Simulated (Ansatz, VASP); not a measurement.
**Ca in VASP and in Ansatz**

The input INCAR:

```
ALGO = Normal ; EDIFF = 1E-6
ENCUT = 520 ; GGA = PS
ISIF = 2 ; ISMEAR = 0
LASPH = True ; LCHARG = False
LREAL = False ; LWAVE = False
NBANDS = 11 ; NELM = 80
PREC = Accurate ; SIGMA = 0.15
```

File KPOINTS:

```
k-points
0
Gamma
  14 14 14
```

The input POSCAR:

```
Ca
1.0
    0.0000000000      2.7942000000      2.7942000000
    2.6265480000      0.0000000000      2.7942000000
    2.6265480000      2.7942000000      0.0000000000
Ca
1
Direct
    0.0000000000      0.0000000000      0.0000000000
```

Input for Ansatz:

```yaml
crystal:
  lattice:
    - [0.0, 2.7942, 2.7942]
    - [2.626548, 0.0, 2.7942]
    - [2.626548, 2.7942, 0.0]
  atoms:
    - { symbol: Ca, position: [0.0, 0.0, 0.0] }
basis:
  ecutwfc: 420
kpoints:
  mp_grid: { grid: [14, 14, 14] }
hamiltonian:
  xc: pbesol
scf:
  occupations: { method: gaussian, width: 0.15 }
output:
  forces: true
  stress: true
  eigenvalues: true
```

Change from the starting cell: strain -0.0600 x Voigt [1, 0, 0, 0, 0, 0], atoms carried along.

Alike in both runs: task single point; functional PBEsol; k mesh 14 × 14 × 14; occupations gaussian, width 0.15 eV; no spin polarisation.

|  | VASP | Ansatz |
| --- | --- | --- |
| version | VASP 6.6.1 | Ansatz 0.2.0 |
| potentials or method | VASP PAW PBE potentials, release 64 (Ca_sv) | scalar-relativistic, plane waves, PAW |
| plane-wave cutoff (eV) | 520 | 420 |
| valence electrons in the cell | 10 | 10 |

|  | VASP | Ansatz | Ansatz less VASP |
| --- | --- | --- | --- |
| gap on the k mesh at the Fermi level (eV) | none | none | - |
| pressure (GPa) | -0.2 | -0.2 | +0.01 |
| largest component of the traceless stress (GPa) | 0.22 | 0.22 | 0.000 |

A gap of «none» marks a metal or a gap that the smearing closes.

Caveats: the PAW data sets were made with another functional, which shifts forces and pressure a little (VASP).
